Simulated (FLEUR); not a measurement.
**CaO: equation of state with PBEsol**

CaO:

```
Ca O
1.0
     0.00000    2.40356    2.40356
     2.40356    0.00000    2.40356
     2.40356    2.40356    0.00000
Ca O
1 1
Direct
  0.00000 0.00000 0.00000
  0.50000 0.50000 0.50000
```

The cell is a database's computed one.

```
Program                  : FLEUR MaX-R8.1 (later development tree)
Task                     : equation of state
Functional               : PBEsol
Potentials or basis      : all-electron
Basis                    : FLAPW
Kmax                     : 4.24 1/bohr
k mesh                   : 10 × 10 × 10
Occupations              : fermi-dirac, width 0.05 eV
Spin                     : no spin polarisation
Gmax                     : 13.2 1/bohr
Muffin-tin radii         : Ca 2.31, O 1.77 bohr
lmax                     : Ca 10, O 8
lnonsphr                 : Ca 10, O 8
Local orbitals a species : Ca 5, O 3
```

```json
{
  "Equilibrium volume": "13.54 Å³/atom",
  "Bulk modulus": "116 GPa",
  "Pressure derivative of the bulk modulus": "4.5 (rough: it moves with the points fitted)"
}
```

Energy against volume, from the lowest point:
| volume (Å³/atom) | energy (meV/atom) |
| --- | --- |
| 13.052 | 6.66 |
| 13.330 | 1.21 |
| 13.608 | 0.00 |
| 13.886 | 2.96 |
| 14.163 | 9.47 |
| 14.441 | 19.25 |
| 14.719 | 31.72 |
